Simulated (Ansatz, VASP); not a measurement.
# BAs: VASP beside Ansatz

File POSCAR:

```
BAs
1.0
    2.9251576732      0.0000000000      0.0000000000
    0.0000000000      2.9251576732      0.0000000000
    0.0000000000      0.0000000000      2.9251576732
B As
1 1
Direct
    0.0000000000      0.0000000000      0.0000000000
    0.5000000000      0.5000000000      0.5000000000
```

INCAR.step1

```
SYSTEM = BAs
PREC = Accurate
ENCUT = 520
ISMEAR = -1
SIGMA = 0.02
LREAL = .FALSE.
LASPH = .TRUE.
NELM = 60
NBANDS = 11
GGA = PE
ALGO = Normal
EDIFF = 1E-4
LWAVE = .TRUE.
LCHARG = .FALSE.
```

File INCAR.step2:

```
SYSTEM = BAs
PREC = Accurate
ENCUT = 520
EDIFF = 1E-6
ISMEAR = -1
SIGMA = 0.02
LREAL = .FALSE.
LASPH = .TRUE.
NELM = 60
ALGO = Normal
ISIF = 2
LWAVE = .FALSE.
LCHARG = .TRUE.
METAGGA = R2SCAN
LMIXTAU = .TRUE.
LELF = .TRUE.
LVHAR = .TRUE.
NBANDS = 11
ISTART = 1
```

The input KPOINTS:

```
regular mesh
0
G
  6 6 6
  0 0 0
```

Input for Ansatz:

```yaml
crystal:
  lattice:
    - [2.9251576732, 0.0, 0.0]
    - [0.0, 2.9251576732, 0.0]
    - [0.0, 0.0, 2.9251576732]
  atoms:
    - { symbol: B, position: [0.0, 0.0, 0.0] }
    - { symbol: As, position: [0.5, 0.5, 0.5] }
kpoints:
  mp_grid: { grid: [6, 6, 6] }
hamiltonian:
  xc: r2scan
scf:
  occupations: { method: fermi_dirac, width: 0.02 }
  n_extra_bands: 4
output:
  forces: true
  stress: true
  eigenvalues: true
```

The cell was built by a generator and needn't be a form met in nature.

Alike in both runs: task single point; functional r2SCAN; k mesh 6 × 6 × 6; occupations fermi-dirac, width 0.02 eV; no spin polarisation.

|  | VASP | Ansatz |
| --- | --- | --- |
| version | VASP 6.6.1 | Ansatz 0.2.0 |
| potentials or method | VASP PAW PBE potentials, release 64 (B, As) | plane waves, PAW |
| plane-wave cutoff (eV) | 520 | 500 |
| valence electrons in the cell | 8 | 18 |

|  | VASP | Ansatz | Ansatz less VASP |
| --- | --- | --- | --- |
| pressure (GPa) | 2.0 | 2.0 | -0.04 |

The two sets of potentials don't hold the same shells in valence.

Caveats: the PAW data sets were made with another functional, which shifts forces and pressure a little (VASP).
